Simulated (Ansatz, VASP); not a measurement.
## One calculation of BaTe, two programs

```
Ba Te
1.0
     0.00000    3.47069    3.47069
     3.47069    0.00000    3.47069
     3.47069    3.47069    0.00000
Ba Te
1 1
Direct
  0.00000 0.00000 0.00000
  0.50000 0.50000 0.50000
```

Alike in both runs: functional PBEsol; k mesh 8 × 8 × 8; no spin polarisation.

Ansatz relaxed the structure, and its values are those at the end. VASP's run is a single point on that final structure, the one shown.

|  | VASP | Ansatz |
| --- | --- | --- |
| version | VASP 6.6.1 | Ansatz 0.2.0 |
| potentials or method | VASP PAW PBE potentials, release 64 (Ba_sv, Te) | scalar-relativistic, plane waves, PAW |
| plane-wave cutoff (eV) | 520 | 420 |
| occupations | gaussian, width 0.01 eV | fixed |
| valence electrons in the cell | 16 | 26 |

|  | VASP | Ansatz | Ansatz less VASP |
| --- | --- | --- | --- |
| gap on the k mesh at the Fermi level (eV) | 1.37 | 1.46 | +0.090 |
| least direct gap on the mesh (eV) | 1.76 | 1.82 | +0.057 |
| pressure (GPa) | 0.4 | 0.0 | -0.38 |

The two sets of potentials don't hold the same shells in valence.

Caveats: the PAW data sets were made with another functional, which shifts forces and pressure a little (VASP); spin-orbit coupling is left out, which moves the levels of the heavy elements. A k mesh can miss the band edges.
